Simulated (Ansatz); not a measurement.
# The graphene bilayer (AB) under a gate, part 2 of 3

Aim: charge, voltage and capacitance of the graphene bilayer (AB) in a field-effect set-up.

Ansatz 0.2.0; plane-wave DFT, PBE-D3(BJ), Ansatz PAW.

So far. Step 2 (Relaxing the slab): The lattice constant a goes from 2.467 to 2.465 Å.

**3. Gated layer, added electrons 0, start network**

The slab is cut off from its images along the normal. A charged sheet stands for each gate, the layer takes the opposite charge, and a barrier ahead of the sheet keeps electrons from leaking to it. The uncharged case sets the zero; a dense mesh is needed because few carriers fill a small part of the zone.

The cell differs from the one that the last finished run ended in (c 37.750 → 36.803 Å).

File input.yaml:

```yaml
crystal:
  lattice:
    - [2.4653622414, 0.0, 0.0]
    - [-1.2326811207, 2.1350663306, 0.0]
    - [0.0, 0.0, 36.8027371225]
  atoms:
    - { symbol: C, position: [0.6666666667, 0.3333333333, 0.4537840015] }
    - { symbol: C, position: [0.3333333333, 0.6666666667, 0.4537705971] }
    - { symbol: C, position: [0.0, 0.0, 0.5462294029] }
    - { symbol: C, position: [0.6666666667, 0.3333333333, 0.5462159985] }
  periodic: [true, true, false]
  symmetry: { detect: true }
kpoints:
  mp_grid: { grid: [114, 114, 1] }
  band_path:
    path: [[0, 0, 0], [0.5, 0, 0], [0.33333333, 0.33333333, 0], [0, 0, 0]]
    npoints: 16
hamiltonian:
  xc: pbe
  dispersion: d3bj
scf:
  occupations: { method: fermi_dirac, width: 0.02585 }
  convergence: { dr2_threshold: 1.0e-10 }
output:
  forces: true
  eigenvalues: true
  dos: { projected: true, e_range: [-3, 3], de: 0.01 }
  write_potential: true
  write_density: true
  volumetric_format: npy
  elf: true
external_charges:
  - { charge: 0, barrier: 10, axis: 3, height: 23.603, sigma: 0.25 }
```

Started as:

```console
ansatz run input.yaml --threads 4 --pin off --max-ram 16384MiB --backend cpu --events-out ev --progress --plain --runs-dir out
```

Numbers of over 12 decimals in the logs are rounded to 6 here.

The program printed:

```text
[...]
Crystal: 4 atoms, lattice volume = 193.719 Å³
Basis set: ecut = 420 eV, 3657 PW (Γ), exchange–correlation on 36×36×500 points (8 copies of the dense FFT grid, shifted against one another)
Bands: 12, of which v1, the nominal top of the filled ones, is band 8 counted from 1 (7 counted from 0)
Symmetry: 6 space group operations
k-points: 1141 of 12996 (time reversal used)
[...]
SCF iter   1: F=—  HF=-1004.222487 eV  |F-HF|=—  |Δ(HF+E_count)|=         —  Δρ=1.51e-3  dr2=5.54e-3  ethr=1.77e-3  ⟨swp⟩=13.1  Hψ=158306  notcnv=0
[...]
SCF iter  10: F=-1004.221956 eV  HF=-1004.221956 eV  |F-HF|=1.49e-10  |Δ(HF+E_count)|=   1.04e-8  Δρ=1.89e-7  dr2=4.38e-11  ethr=1.00e-12  ⟨swp⟩=17.9  Hψ=136614  notcnv=0
SCF 1 converged in 10 iterations: F = -1004.221956 eV  dr2 = 4.38e-11
[...]
NSCF: frozen V_eff on 49 k-points
[...]
SCF converged after 10 iterations
Free energy (F): -1004.221956 eV
[...]
Internal energy: -1004.221908 eV  (E = F + TS)
E sigma→0 (E₀):  -1004.221932 eV
Entropy (-TS):   -0.000048 eV (-0.012 meV/atom)
Fermi energy:    -4.265991 eV
[...]
--- Forces (eV/Å), atoms and charges each counted from 1 ---
  atom   1  C      0.00000000     0.00000000    -0.00349156
  atom   2  C      0.00000000    -0.00000000     0.00111056
  atom   3  C      0.00000000     0.00000000    -0.00188097
  atom   4  C      0.00000000    -0.00000000     0.00271041
  external charge   1     0.00000000     0.00000000     0.00155184
  max |Σ_I F_I| component, the external charges' with the atoms': 2.75e-7 eV/Å
--- Band table (eV; the first three rows and the last of 1141) ---
  k-point 0: bands = [... 4 lower, -7.3044, -7.3044, -7.2968, -7.2968, -0.7352, 0.0671, 0.3228, 1.1152]
  k-point 1: bands = [... 4 lower, -7.3121, -7.3085, -7.3044, -7.3008, -0.7327, 0.0695, 0.3253, 1.1177]
  k-point 2: bands = [... 4 lower, -7.3349, -7.3270, -7.3207, -7.3128, -0.7254, 0.0768, 0.3328, 1.1252]
  k-point 1140: bands = [... 4 lower, -14.8288, -14.8286, -4.5729, -4.2707, -4.2704, -3.9521, 6.3106, 6.3228]
```

The job ended after 3 min (4 threads of Arm Neoverse N1, shared host; peak memory 2.7 GiB; 12 min of CPU time).

Numbers from this step:

```
potential beyond the upper barrier and gate, less the barrier, from the Fermi level : 4.261 eV
```

Running mean over a fixed 2.5 Å (it still follows the layers) of the planar mean; beyond a gate it holds the 10 eV model barrier. Electron's electrostatic potential energy less the Fermi level against z:

z (Å), electron's electrostatic potential energy less the Fermi level (eV) and a bar from the least value:
```
        4        4.3 #################
        5        4.3 #################
        6        4.3 #################
        7        4.3 #################
        8        4.3 #################
        9        4.3 #################
       10        4.3 #################
       11        4.3 #################
       12        4.3 #################
       13        4.3 #################
       14        4.2 #################
       15        2.4 ###############
       16       -7.7 #
       17       -8.6 
       18       -2.2 #########
       19       -4.5 ######
       20       -8.8 
       21       -6.4 ###
       22        3.4 ################
       23        6.8 ####################
       24       10.8 ##########################
       25       14.1 ##############################
       26       14.3 ##############################
       27       14.3 ##############################
       28       14.3 ##############################
       29       14.3 ##############################
       30       14.3 ##############################
       31       14.3 ##############################
       32       14.3 ##############################
       33       14.3 ##############################
```

The density of states has structure finer than the step of the table below, so its rows give means over 0.1 eV, whole bins alone (the curve runs from -3 to 1.99 eV). Peaks (eV: height): -2.55: 1.13, -2.22: 1.22, 1.54: 1.47, 1.87: 1.27.

The density of states by energy, zero at the Fermi level; means over each step:

energy (eV), density of states (states/eV a cell) and a bar:
```
     -2.9       0.74 ####################
     -2.8       0.77 #####################
     -2.7       0.82 #######################
     -2.6       0.94 ##########################
     -2.5       0.98 ###########################
     -2.4       0.87 ########################
     -2.3       0.91 #########################
     -2.2       1.04 #############################
     -2.1       0.80 ######################
     -2.0       0.68 ###################
     -1.9       0.60 ################
     -1.8       0.54 ###############
     -1.7       0.48 #############
     -1.6       0.44 ############
     -1.5       0.40 ###########
     -1.4       0.36 ##########
     -1.3       0.33 #########
     -1.2       0.30 ########
     -1.1       0.27 #######
     -1.0       0.24 ######
     -0.9       0.21 ######
     -0.8       0.19 #####
     -0.7       0.16 ####
     -0.6       0.14 ####
     -0.5       0.12 ###
     -0.4       0.09 ##
     -0.3       0.06 #
     -0.2       0.04 #
     -0.1       0.03 
      0.0       0.02 
      0.1       0.03 
      0.2       0.04 #
      0.3       0.05 #
      0.4       0.09 ##
      0.5       0.12 ###
      0.6       0.14 ####
      0.7       0.17 ####
      0.8       0.20 #####
      0.9       0.24 ######
      1.0       0.28 #######
      1.1       0.33 #########
      1.2       0.38 ##########
      1.3       0.46 ############
      1.4       0.58 ################
      1.5       0.94 ##########################
      1.6       1.08 ##############################
      1.7       0.88 ########################
      1.8       0.93 ##########################
      1.9       1.08 ##############################
```

Projected DOS per atom over height of the atomic layer and energy from the Fermi level. Layers: C2 C2 from below.

Values in states/eV, 22 rows by 2 columns, each cell a mean:
```
0.241 0.241
0.241 0.241
0.168 0.169
0.095 0.095
0.066 0.066
0.046 0.046
0.030 0.030
0.014 0.014
0.006 0.006
0.010 0.010
0.022 0.022
0.036 0.036
0.050 0.050
0.065 0.065
0.082 0.082
0.102 0.102
0.128 0.128
0.166 0.166
0.240 0.239
0.230 0.231
0.215 0.215
0.184 0.184
```
Columns: height of the atomic layer (Å) from 16.7 to 20.1; rows upwards: energy from the Fermi level (eV) from -2.98 to 1.97.

Electronic bands along the path, in eV, zero at the Fermi level:

| point | band 5 | band 6 | band 7 | band 8 | band 9 | band 10 | band 11 | band 12 |
| --- | --- | --- | --- | --- | --- | --- | --- | --- |
| Γ | -3.04 | -3.04 | -3.03 | -3.03 | 3.53 | 4.33 | 4.59 | 5.38 |
| halfway | -6.31 | -5.46 | -5.06 | -5.04 | 5.51 | 6.28 | 6.61 | 7.11 |
| M | -6.44 | -6.41 | -2.54 | -2.21 | 1.54 | 1.87 | 7.30 | 7.48 |
| halfway | -8.26 | -8.22 | -1.94 | -1.62 | 1.40 | 1.56 | 9.79 | 10.04 |
| K | -10.56 | -10.56 | -0.31 | 0.00 | 0.00 | 0.31 | 10.58 | 10.59 |
| halfway | -6.42 | -6.41 | -5.73 | -4.91 | 6.17 | 6.26 | 6.48 | 6.95 |
| Γ | -3.04 | -3.04 | -3.03 | -3.03 | 3.53 | 4.33 | 4.59 | 5.38 |

The electronic bands as a text plot (rows in eV, shown from -8.0 to 5.4 only):

```
    5.1 |*  **** **  ***                           *   ******   *
    4.5 |****  **     **                         **      *  *****
    4.0 |   ***         *                       *         ***
    3.4 |***            **                      *            ****
    2.9 |                *                     *
    2.3 |                 ***                **
    1.8 |                   ********         **
    1.2 |                         *****     *
    0.6 |                              ** **
    0.1 |                               **
   -0.5 |                              *****
   -1.0 |                            **   ***
   -1.6 |                         ****      ***
   -2.1 |                   ********         ***
   -2.7 |                 ******
   -3.3 |****            ***                   **            ****
   -3.8 |   ****      ****                      ***       ***
   -4.4 |    ** *    *  *                        ***     *
   -4.9 |      * **** **                           *** ** **
   -5.5 |          ***                              ***  *
   -6.0 |       ***** ******                          ****
   -6.6 |    *** **       ******                    ** ** ***
   -7.2 |****  **  *            **                 *  *  *   ****
   -7.7 |  ****    *              *              ** **    *****
         Γ                   M           K                      Γ
```

ELF in the ca plane at fractional y = 0.333, with atoms of C within 0.2 Å of it. It is the smooth field of the valence electrons, not physical close to the nuclei.

Values, 5 rows by 16 columns, each cell a mean:
```
0.00 0.00 0.00 0.00 0.00 0.02 0.32 0.66 0.58 0.10 0.61 0.67 0.30 0.01 0.00 0.00
0.00 0.00 0.00 0.00 0.00 0.02 0.37 0.35 0.50 0.13 0.50 0.37 0.35 0.02 0.00 0.00
0.00 0.00 0.00 0.00 0.00 0.02 0.31 0.68 0.59 0.10 0.60 0.67 0.29 0.01 0.00 0.00
0.00 0.00 0.00 0.00 0.00 0.01 0.20 0.61 0.46 0.06 0.48 0.60 0.18 0.01 0.00 0.00
0.00 0.00 0.00 0.00 0.00 0.01 0.20 0.61 0.46 0.06 0.49 0.61 0.19 0.01 0.00 0.00
```
Columns run along c (16.0 Å, from fractional 0.25 to 0.68 of the cell), rows up along a (2.5 Å). Atoms in or near the plane, at fractional coordinates: C at (0.45, 0.67), C at (0.55, 0.67).

Valence density in the ca plane at fractional y = 0.333, with atoms of C within 0.2 Å of it. It is the smooth field of the valence electrons, not physical close to the nuclei.

Ten even steps from '0' (0.0 e/Å³) to '9' (1.8 e/Å³), each cell a mean:
```
00000000000000000002685200001586310000000000
00000000000000000003797200002698310000000000
00000000000000000013897300002698410000000000
00000000000000000003796200002698310000000000
00000000000000000002575200001476200000000000
00000000000000000001453100001354200000000000
00000000000000000001343100001343100000000000
00000000000000000001453100001354200000000000
```
Columns run along c (16.0 Å, from fractional 0.25 to 0.68 of the cell), rows up along a (2.5 Å). Atoms in or near the plane, at fractional coordinates: C at (0.45, 0.67), C at (0.55, 0.67).

Electrostatic potential energy in the ca plane at fractional y = 0.333, with atoms of C within 0.2 Å of it. With pseudopotentials it is smooth inside the atoms' cores, unlike the true potential.

Values in eV, 5 rows by 16 columns, each cell a mean:
```
  0   0   0   0   0   0  -2 -28 -13  -1 -14 -27  -1   0   4  10
  0   0   0   0   0   0  -2 -42 -22  -1 -24 -40  -2   0   4  10
  0   0   0   0   0   0  -2 -26 -12  -1 -14 -25  -1   0   4  10
  0   0   0   0   0   0  -1 -11  -6  -1  -6 -11  -1   0   4  10
  0   0   0   0   0   0  -1 -11  -6  -1  -6 -11  -1   0   4  10
```
Columns run along c (16.0 Å, from fractional 0.25 to 0.68 of the cell; values clipped at the 3rd and 97th percentile), rows up along a (2.5 Å). Atoms in or near the plane, at fractional coordinates: C at (0.45, 0.67), C at (0.55, 0.67).

There is no gap.

**4. Gated layer, added electrons 1×10¹³ per cm², start atoms**

input.yaml, the sections that differ from step 3:

```yaml
total_charge: -0.005264
kpoints:
  mp_grid: { grid: [114, 114, 1] }
output:
  forces: true
  eigenvalues: true
  write_potential: true
  write_density: true
  volumetric_format: npy
external_charges:
  - { charge: 0, barrier: 10, axis: 3, height: 23.603, sigma: 0.25 }
  - { charge: 0.005264, axis: 3, height: 25.103, sigma: 0.5 }
# crystal, hamiltonian, scf: as in step 3
```

The program printed:

```text
[...]
Crystal: 4 atoms, lattice volume = 193.719 Å³
Basis set: ecut = 420 eV, 3657 PW (Γ), exchange–correlation on 36×36×500 points (8 copies of the dense FFT grid, shifted against one another)
Bands: 13, of which v1, the nominal top of the filled ones, is band 8 counted from 1 (7 counted from 0)
Symmetry: 6 space group operations
k-points: 1141 of 12996 (time reversal used)
[...]
SCF iter   1: F=—  HF=-1006.387632 eV  |F-HF|=—  |Δ(HF+E_count)|=         —  Δρ=5.54e-2  dr2=5.32e0  ethr=3.10e-3  ⟨swp⟩=15.1  Hψ=180434  notcnv=0
[...]
SCF iter  12: F=-1004.241978 eV  HF=-1004.241978 eV  |F-HF|=1.52e-11  |Δ(HF+E_count)|=  1.35e-10  Δρ=8.60e-8  dr2=1.25e-11  ethr=1.00e-12  ⟨swp⟩=23.5  Hψ=163806  notcnv=0
SCF 1 converged in 12 iterations: F = -1004.241978 eV  dr2 = 1.25e-11
[...]
SCF converged after 12 iterations
Free energy (F): -1004.241978 eV
[...]
Internal energy: -1004.241898 eV  (E = F + TS)
E sigma→0 (E₀):  -1004.241938 eV
Entropy (-TS):   -0.000080 eV (-0.020 meV/atom)
Fermi energy:    -3.722058 eV
[...]
--- Forces (eV/Å), atoms and charges each counted from 1 ---
  atom   1  C      0.00000000     0.00000000    -0.00327952
  atom   2  C      0.00000000    -0.00000000     0.00189515
  atom   3  C      0.00000000     0.00000000    -0.00116356
  atom   4  C      0.00000000    -0.00000000     0.00132347
  external charge   1     0.00000000     0.00000000     0.00169773
  external charge   2     0.00000000     0.00000000    -0.00047600
  max |Σ_I F_I| component, the external charges' with the atoms': 2.72e-6 eV/Å
--- Band table (eV; the first three rows and the last of 1141) ---
  k-point 0: bands = [... 4 lower, -6.9830, -6.9830, -6.9034, -6.9034, -0.3677, 0.2873, 0.6905, 1.4997, ... 1 higher]
  k-point 1: bands = [... 4 lower, -6.9906, -6.9870, -6.9110, -6.9074, -0.3653, 0.2897, 0.6930, 1.5022, ... 1 higher]
  k-point 2: bands = [... 4 lower, -7.0133, -6.9991, -6.9337, -6.9194, -0.3579, 0.2970, 0.7006, 1.5097, ... 1 higher]
  k-point 1140: bands = [... 4 lower, -14.5121, -14.4322, -4.2229, -3.9580, -3.8755, -3.5973, 6.6190, 6.6918, ... 1 higher]
```

Wall time 3.5 min (4 threads); peak memory 2.8 GiB.

This step gave:

```yaml
potential_beyond_the_upper_barrier_and_gate_less_the_barrier_from_the_fermi_level: 3.320 eV
```

Against the uncharged case this takes +0.94 V.

**5. Gated layer, added electrons 3×10¹³ per cm², start atoms**

Edit input.yaml of step 4 so:

```diff
@@ -12,3 +12,3 @@
   symmetry: { detect: true }
-total_charge: -0.005264
+total_charge: -0.015791
 kpoints:
@@ -29,2 +29,2 @@
   - { charge: 0, barrier: 10, axis: 3, height: 23.603, sigma: 0.25 }
-  - { charge: 0.005264, axis: 3, height: 25.103, sigma: 0.5 }
+  - { charge: 0.015791, axis: 3, height: 25.103, sigma: 0.5 }
```

The program printed:

```text
[...]
Crystal: 4 atoms, lattice volume = 193.719 Å³
Basis set: ecut = 420 eV, 3657 PW (Γ), exchange–correlation on 36×36×500 points (8 copies of the dense FFT grid, shifted against one another)
Bands: 13, of which v1, the nominal top of the filled ones, is band 8 counted from 1 (7 counted from 0)
Symmetry: 6 space group operations
k-points: 1141 of 12996 (time reversal used)
[...]
--- Band table (eV; the first three rows and the last of 1141) ---
  k-point 0: bands = [... 4 lower, -6.3208, -6.3208, -6.1418, -6.1418, 0.2658, 0.7404, 1.4357, 2.2438, ... 1 higher]
  k-point 1: bands = [... 4 lower, -6.3284, -6.3248, -6.1495, -6.1459, 0.2682, 0.7429, 1.4382, 2.2463, ... 1 higher]
  k-point 2: bands = [... 4 lower, -6.3511, -6.3369, -6.1721, -6.1579, 0.2755, 0.7503, 1.4458, 2.2538, ... 1 higher]
  k-point 1140: bands = [... 4 lower, -13.8529, -13.6713, -3.5313, -3.3095, -3.1167, -2.8831, 7.2190, 7.4304, ... 1 higher]
[key lines of the parts left out:]
SCF converged after 11 iterations
Free energy (F): -1004.269182 eV
Fermi energy:    -2.842169 eV
```

Wall time 3.4 min (4 threads); peak memory 2.8 GiB; 13 min of CPU time.

Against the uncharged case this takes +2.58 V.

**6. Gated layer, added electrons 6×10¹³ per cm², start atoms**

Edit input.yaml of step 5 so:

```diff
@@ -12,3 +12,3 @@
   symmetry: { detect: true }
-total_charge: -0.015791
+total_charge: -0.031582
 kpoints:
@@ -29,2 +29,2 @@
   - { charge: 0, barrier: 10, axis: 3, height: 23.603, sigma: 0.25 }
-  - { charge: 0.015791, axis: 3, height: 25.103, sigma: 0.5 }
+  - { charge: 0.031582, axis: 3, height: 25.103, sigma: 0.5 }
```

The program printed:

```text
[...]
Crystal: 4 atoms, lattice volume = 193.719 Å³
Basis set: ecut = 420 eV, 3657 PW (Γ), exchange–correlation on 36×36×500 points (8 copies of the dense FFT grid, shifted against one another)
Bands: 13, of which v1, the nominal top of the filled ones, is band 8 counted from 1 (7 counted from 0)
Symmetry: 6 space group operations
k-points: 1141 of 12996 (time reversal used)
[...]
--- Band table (eV; the first three rows and the last of 1141) ---
  k-point 0: bands = [... 4 lower, -5.3168, -5.3168, -5.0263, -5.0263, 0.8654, 1.6742, 2.5439, 3.3408, ... 1 higher]
  k-point 1: bands = [... 4 lower, -5.3245, -5.3209, -5.0339, -5.0304, 0.8678, 1.6767, 2.5464, 3.3433, ... 1 higher]
  k-point 2: bands = [... 4 lower, -5.3472, -5.3329, -5.0566, -5.0424, 0.8751, 1.6841, 2.5540, 3.3508, ... 1 higher]
  k-point 1140: bands = [... 4 lower, -12.8534, -12.5566, -2.5083, -2.3276, -2.0050, -1.8121, 8.1020, 8.5138, ... 1 higher]
[key lines of the parts left out:]
SCF converged after 10 iterations
Free energy (F): -1004.281018 eV
Fermi energy:    -1.658906 eV
```

Wall time 3.3 min (4 threads); peak memory 2.8 GiB.

Against the uncharged case this takes +4.88 V.

**7. Gated layer, added electrons 10×10¹³ per cm², start atoms**

Edit input.yaml of step 6 so:

```diff
@@ -12,3 +12,3 @@
   symmetry: { detect: true }
-total_charge: -0.031582
+total_charge: -0.052637
 kpoints:
@@ -29,2 +29,2 @@
   - { charge: 0, barrier: 10, axis: 3, height: 23.603, sigma: 0.25 }
-  - { charge: 0.031582, axis: 3, height: 25.103, sigma: 0.5 }
+  - { charge: 0.052637, axis: 3, height: 25.103, sigma: 0.5 }
```

The program printed:

```text
[...]
Crystal: 4 atoms, lattice volume = 193.719 Å³
Basis set: ecut = 420 eV, 3657 PW (Γ), exchange–correlation on 36×36×500 points (8 copies of the dense FFT grid, shifted against one another)
Bands: 13, of which v1, the nominal top of the filled ones, is band 8 counted from 1 (7 counted from 0)
Symmetry: 6 space group operations
k-points: 1141 of 12996 (time reversal used)
[...]
--- Band table (eV; the first three rows and the last of 1141) ---
  k-point 0: bands = [... 4 lower, -3.9773, -3.9773, -3.5737, -3.5737, 1.3829, 3.0747, 3.9920, 4.7687, ... 1 higher]
  k-point 1: bands = [... 4 lower, -3.9849, -3.9813, -3.5813, -3.5777, 1.3853, 3.0771, 3.9945, 4.7712, ... 1 higher]
  k-point 2: bands = [... 4 lower, -4.0076, -3.9934, -3.6040, -3.5898, 1.3927, 3.0845, 4.0021, 4.7786, ... 1 higher]
  k-point 1140: bands = [... 4 lower, -11.5197, -11.1048, -1.1649, -1.0180, -0.5563, -0.3963, 9.2291, 9.9173, ... 1 higher]
[key lines of the parts left out:]
SCF converged after 10 iterations
Free energy (F): -1004.245203 eV
Fermi energy:    -0.151872 eV
```

Elapsed: 3.3 min, on 4 threads; peak memory 2.8 GiB.

Against the uncharged case this takes +7.84 V.

[end of part 2 of 3]

[Logs are printed without paths, hosts, clocks, repeated set-up lines and the standing remarks that a program may print on its own settings, such as how far it seeks lower states.]

[Hosts, paths, dates, database ids (printed as entryN), source tags and the programs' standing remarks are cut or masked in the printed files.]

[Maps of the electrostatic potential energy from Ansatz leave out the sawtooth potential of an applied field or a dipole correction, so their vacuum need not be flat; planar profiles and work functions include it.]

[The density of states shown here was stored with 400 of the rows of the run's finer table, so its peaks can read low, often by over a quarter, or be missed, and its means over a window can be off by a tenth or more.]
